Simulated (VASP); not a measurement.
# MgS (F-43m) in VASP: a series of runs

Runs on MgS. Level: LDA. Tasks: single point.

All numbers are computed with VASP 6.6.1; they aren't measurements. Logs are shortened: lines on timing, memory, paths and dates and some standing lists are left out, and cuts for length are marked.

### 1 Starting point

Symmetry: F-43m, No. 216, cubic system. The conventional cell has a = 5.666 Å, b = 5.666 Å, c = 5.666 Å, α = 90.00°, β = 90.00°, γ = 90.00°. S (site symmetry -43m) is surrounded by 4 Mg at 2.45 Å. Mg (site symmetry -43m) has 4 S at 2.45 Å as nearest neighbours.

The cell comes from a database or a generator and needn't be the stable form of this composition.

### 2 Single point, LDA

INCAR

```
PREC = Accurate ; ENCUT = 700
EDIFF = 1E-6 ; ISMEAR = 0
SIGMA = 0.05 ; LREAL = False
LASPH = True ; NELM = 100
ALGO = Normal ; ISIF = 2
LWAVE = False ; LCHARG = False
ADDGRID = False
```

KPOINTS

```
Automatic mesh
0
Gamma
  2 2 2
```

POSCAR

```
MgS
1.0
    0.0000000000      2.8331200468      2.8331200468
    2.8331200468      0.0000000000      2.8331200468
    2.8331200468      2.8331200468      0.0000000000
S Mg
1 1
Direct
    0.2500000000      0.2500000000      0.2500000000
    0.0000000000      0.0000000000      0.0000000000
```

Potentials or basis: VASP PAW LDA potentials, release 64 (S, Mg).

Run with:

```sh
$ cat potpaw_LDA.64/S/POTCAR potpaw_LDA.64/Mg/POTCAR > POTCAR
$ mpirun -np 1 vasp_std > vasp.out
```

OUTCAR:

```text
PREC = Accurate
   ENCUT = 700
   EDIFF = 1E-6
   ISMEAR = 0
   LREAL = False
   LASPH = True
   NELM = 100
   ISIF = 2

 Found      3 irreducible k-points:

 Following reciprocal coordinates:
            Coordinates               Weight
  0.000000  0.000000  0.000000      1.000000
  0.500000  0.000000  0.000000      4.000000
  0.500000  0.500000  0.000000      3.000000
   k-points           NKPTS =      3   k-points in BZ     NKDIM =      3   number of bands    NBANDS=      8
   number of dos      NEDOS =    301   number of ions     NIONS =      2
   total plane-waves  NPLWV =  46656
   dimension x,y,z NGX =    36 NGY =   36 NGZ =   36
   dimension x,y,z NGXF=    72 NGYF=   72 NGZF=   72
   ions per type =               1   1
   NGX,Y,Z   is equivalent  to a cutoff of  14.94, 14.94, 14.94 a.u.
   NGXF,Y,Z  is equivalent  to a cutoff of  29.87, 29.87, 29.87 a.u.
 SYSTEM =  unknown system
   PREC   = accura    normal or accurate (medium, high low for compatibility)
   ISTART =      0    job   : 0-new  1-cont  2-samecut
   ICHARG =      2    charge: 1-file 2-atom 10-const
   ISPIN  =      1    spin polarized calculation?
   LNONCOLLINEAR =      F non collinear calculations
   LSORBIT =      F    spin-orbit coupling
   LASPH  =      T    aspherical Exc in radial PAW
   ENCUT  =  700.0 eV  51.45 Ry    7.17 a.u.   8.64  8.64  8.64*2*pi/ulx,y,z
   NELM   =    100;   NELMIN=  2; NELMDL= -5     # of ELM steps
   EDIFF  = 0.1E-05   stopping-criterion for ELM
   LREAL  =      F    real-space projection
   EDIFFG = 0.1E-04   stopping-criterion for IOM
   NSW    =      0    number of steps for IOM
   IBRION =     -1    ionic relax: 0-MD 1-quasi-New 2-CG
   NFREE  =      0    steps in history (QN), initial steepest desc. (CG)
   ISIF   =      2    stress and relaxation
   ISYM   =      2    0-nonsym 1-usesym 2-fastsym
   POTIM  = 0.5000    time-step for ionic-motion
   TEBEG  =    0.0;   TEEND  =   0.0 temperature during run
   PSTRESS=    0.0 pullay stress
   NELECT =       8.0000    total number of electrons
   NUPDOWN=      -1.0000    fix difference up-down
   EMIN   =  10.00;   EMAX   =-10.00  energy-range for DOS
   EFERMI =   0.00;   METHOD = LEGACY
   ISMEAR =     0;   SIGMA  =   0.05  broadening in eV -4-tet -1-fermi 0-gaus
   EFERMI_NEDOS =   21; number of points for ismear=-14 and -15
   IALGO  =     38    algorithm
   IMIX   =      4    mixing-type and parameters
     AMIX     =   0.40;   BMIX     =  1.00
     AMIX_MAG =   1.60;   BMIX_MAG =  1.00
  volume/ion in A,a.u.               =      22.74       153.46
  Fermi-wavevector in a.u.,A,eV,Ry     =   0.917269  1.733386 11.447692  0.841382
  Thomas-Fermi vector in A             =   2.042218
   LORBIT       =      0    0 simple, 1 ext, 2 COOP (PROOUT), +10 PAW based schemes
   GGA     = CA    functional components
   LHFCALC =     F    Hartree Fock is set to
   AEXX    =    0.0000 exact exchange contribution
   IVDW    =     0    specifies the selected vdW correction
   LEPSILON=     F    determine dielectric tensor
   LRPA    =     F    only Hartree local field effects (RPA)
 non-spin polarized calculation
 Gauss-broadening in eV      SIGMA  =   0.05
  energy-cutoff  :      700.00
  volume of cell :       45.48
 maximum number of plane-waves:      1924
 NGX is ok and might be reduce to    36
   NGX = 17   NGY = 17   NGZ = 17

 number of electron       8.0000000 magnetization

 Free energy of the ion-electron system (eV)
  ---------------------------------------------------
  ext. energy  EPLUGINS =         0.00000000
  ---------------------------------------------------
  free energy    TOTEN  =        -8.59766095 eV

  energy without entropy =       -8.59766095  energy(sigma->0) =       -8.59766095

 E-fermi :   1.4763     XC(G=0):  -8.6748

 val. band max:        1.1809497400   @ k =   0.0000   0.0000   0.0000
 cond. band min:       4.1877972584   @ k =   0.0000   0.0000   0.0000
 fundamental gap:      3.0068475183
 Fermi energy:         1.4762654529

 k-point     1 :       0.0000    0.0000    0.0000
  band No.  band energies     occupation
      1     -10.0394      2.00000
      2       1.1809      2.00000
      3       1.1809      2.00000
      4       1.1809      2.00000
      5       4.1878      0.00000
      6       8.7242      0.00000
      7       8.7242      0.00000
      8       8.7242      0.00000

 k-point     2 :       0.5000    0.0000    0.0000
  band No.  band energies     occupation
      1      -9.3068      2.00000
      2      -2.1479      2.00000
      3       0.8337      2.00000
      4       0.8337      2.00000
      5       5.8320      0.00000
      6       8.4098      0.00000
      7       8.4098      0.00000
      8       9.3922      0.00000

 k-point     3 :       0.5000    0.5000    0.0000
  band No.  band energies     occupation
      1      -9.0701      2.00000
      2      -1.8065      2.00000
      3       0.0788      2.00000
      4       0.0788      2.00000
      5       4.5889      0.00000
      6       6.3822      0.00000
      7      11.9606      0.00000
      8      12.9813      0.00000

------------------------ aborting loop because EDIFF is reached ----------------------------------------

  FORCE on cell =-STRESS in cart. coord.  units (eV):
  Direction    XX          YY          ZZ          XY          YZ          ZX
  --------------------------------------------------------------------------------------
  -------------------------------------------------------------------------------------
  Total        0.2040476      0.2040476      0.2040476     -0.0000000     -0.0000000     -0.0000000
  in kB        7.1881498      7.1881498      7.1881498     -0.0000000     -0.0000000     -0.0000000
  external PRESSURE =       7.1881498 kB  Pullay stress =       0.0000000 kB

 VOLUME and BASIS-vectors are now :
 -----------------------------------------------------------------------------
  energy-cutoff  :      700.00
  volume of cell :       45.48
      direct lattice vectors                 reciprocal lattice vectors
     0.000000000  2.833120047  2.833120047    -0.176483874  0.176483874  0.176483874
     2.833120047  0.000000000  2.833120047     0.176483874 -0.176483874  0.176483874
     2.833120047  2.833120047  0.000000000     0.176483874  0.176483874 -0.176483874

 POSITION                                       TOTAL-FORCE (eV/Angst)
 -----------------------------------------------------------------------------------
      1.41656      1.41656      1.41656        -0.000000      0.000000      0.000000
      0.00000      0.00000      0.00000         0.000000     -0.000000     -0.000000
 -----------------------------------------------------------------------------------
    total drift:                                0.000000      0.000000      0.000000

  FREE ENERGIE OF THE ION-ELECTRON SYSTEM (eV)
  ---------------------------------------------------
  free  energy   TOTEN  =        -8.5976609467 eV

  energy  without entropy=       -8.5976609467  energy(sigma->0) =       -8.59766095
```

Run time: 2.9 s. Hardware: 1 thread of Intel Xeon Platinum 8488C (Sapphire Rapids), shared host; peak memory 0.16 GiB.

The run converged, but some of its settings lie outside the range that counts as converged, so its numbers aren't taken as properties of the crystal.

What came out:

```yaml
Free_energy: -8.5977 eV
Pressure: 0.7 GPa
Band_gap_on_the_k_mesh: 3.01 eV, direct
```

Caveat: the k mesh is coarse (spacing up to 0.96 Å⁻¹), so the values aren't converged.

### 3 Single point, LDA

INCAR is that of step 2.

KPOINTS is that of step 2.

POSCAR

```
MgS
1.0
    0.0000000000      2.8331200468      2.8331200468
    2.8331200468      0.0000000000      2.8331200468
    2.8331200468      2.8331200468      0.0000000000
S Mg
1 1
Direct
    0.2346630000      0.2748010000      0.2357280000
   -0.0216520000      0.0237760000     -0.0317750000
```

Potentials or basis: VASP PAW LDA potentials, release 64 (S, Mg).

Run with:

```sh
$ cat potpaw_LDA.64/S/POTCAR potpaw_LDA.64/Mg/POTCAR > POTCAR
$ mpirun -np 1 vasp_std > vasp.out
```

Wall time 4 s (1 thread of Intel Xeon Platinum 8488C (Sapphire Rapids), shared host); peak memory 0.16 GiB.

The run converged, but some of its settings lie outside the range that counts as converged, so its numbers aren't taken as properties of the crystal.

What came out:

* Free energy: -8.5787 eV
* Pressure: 0.9 GPa
* Largest force: 0.422 eV/Å
* Band gap on the k mesh: 2.88 eV, direct

Caveat: the k mesh is coarse (spacing up to 0.96 Å⁻¹), so the values aren't converged.

### 4 Single point, LDA

Edit INCAR of step 3 so:

```diff
@@ -1,2 +1,2 @@
-PREC = Accurate ; ENCUT = 700
+PREC = Accurate ; ENCUT = 250
 EDIFF = 1E-6 ; ISMEAR = 0
```

KPOINTS

```
Automatic mesh
0
Gamma
  4 4 4
```

POSCAR

```
MgS
1.0
    0.0000000000      2.8331200468      2.8331200468
    2.8331200468      0.0000000000      2.8331200468
    2.8331200468      2.8331200468      0.0000000000
S Mg
1 1
Direct
    0.2500000000      0.2500000000      0.2500000000
    0.0000000000      0.0000000000      0.0000000000
```

Run with:

```sh
$ cat potpaw_LDA.64/S/POTCAR potpaw_LDA.64/Mg/POTCAR > POTCAR
$ mpirun -np 1 vasp_std > vasp.out
```

It took 1.5 s on 1 thread of Intel Xeon Platinum 8488C (Sapphire Rapids), shared host; peak memory 0.12 GiB.

The run converged, but a check on its numbers failed (symmetry, net force, bounds or a known fault of this set-up), so they aren't taken as properties of the crystal.

Caveat: the k mesh is coarse (spacing up to 0.48 Å⁻¹), so the values aren't converged; the cutoff lies under the usual one of these potentials, so the numbers hold a large basis-set error.

### 5 Single point, LDA

INCAR is that of step 4.

KPOINTS is that of step 4.

POSCAR

```
MgS
1.0
    0.0000000000      2.8331200468      2.8331200468
    2.8331200468      0.0000000000      2.8331200468
    2.8331200468      2.8331200468      0.0000000000
S Mg
1 1
Direct
    0.2346630000      0.2748010000      0.2357280000
   -0.0216520000      0.0237760000     -0.0317750000
```

Run with:

```sh
$ cat potpaw_LDA.64/S/POTCAR potpaw_LDA.64/Mg/POTCAR > POTCAR
$ mpirun -np 1 vasp_std > vasp.out
```

Wall time 2.9 s (1 thread of Intel Xeon Platinum 8488C (Sapphire Rapids), shared host); peak memory 0.12 GiB.

The run converged, but a check on its numbers failed (symmetry, net force, bounds or a known fault of this set-up), so they aren't taken as properties of the crystal.

Caveat: the k mesh is coarse (spacing up to 0.48 Å⁻¹), so the values aren't converged; the cutoff lies under the usual one of these potentials, so the numbers hold a large basis-set error.

### 6 Single point, LDA

Edit INCAR of step 5 so:

```diff
@@ -1,2 +1,2 @@
-PREC = Accurate ; ENCUT = 250
+PREC = Accurate ; ENCUT = 300
 EDIFF = 1E-6 ; ISMEAR = 0
```

KPOINTS is that of step 5.

POSCAR

```
MgS
1.0
    0.0000000000      2.8331200468      2.8331200468
    2.8331200468      0.0000000000      2.8331200468
    2.8331200468      2.8331200468      0.0000000000
S Mg
1 1
Direct
    0.2500000000      0.2500000000      0.2500000000
    0.0000000000      0.0000000000      0.0000000000
```

Potentials or basis: VASP PAW LDA potentials, release 64 (S, Mg).

Run with:

```sh
$ cat potpaw_LDA.64/S/POTCAR potpaw_LDA.64/Mg/POTCAR > POTCAR
$ mpirun -np 1 vasp_std > vasp.out
```

Wall time 1.6 s (1 thread of Intel Xeon Platinum 8488C (Sapphire Rapids), shared host); peak memory 0.11 GiB.

The run converged, but some of its settings lie outside the range that counts as converged, so its numbers aren't taken as properties of the crystal.

What came out:

```
Free energy            : -9.3596 eV
Pressure               : -2.5 GPa
Band gap on the k mesh : 3.17 eV, direct
```

Caveat: the k mesh is coarse (spacing up to 0.48 Å⁻¹), so the values aren't converged; the cutoff is under 1.25 times the usual one of these potentials, so pressure, stress and relaxed cells hold a basis-set (Pulay) error.

### 7 For comparison

An earlier run on the cell as given: functional PBEsol; potentials or basis VASP PAW PBE potentials, release 64 (S, Mg); cutoff 520 eV; k mesh 8 × 8 × 8; occupations fermi-dirac, width 0.05 eV; no spin polarisation.

- Pressure: -0.5 GPa
- Band gap on the k mesh: 3.29 eV, direct
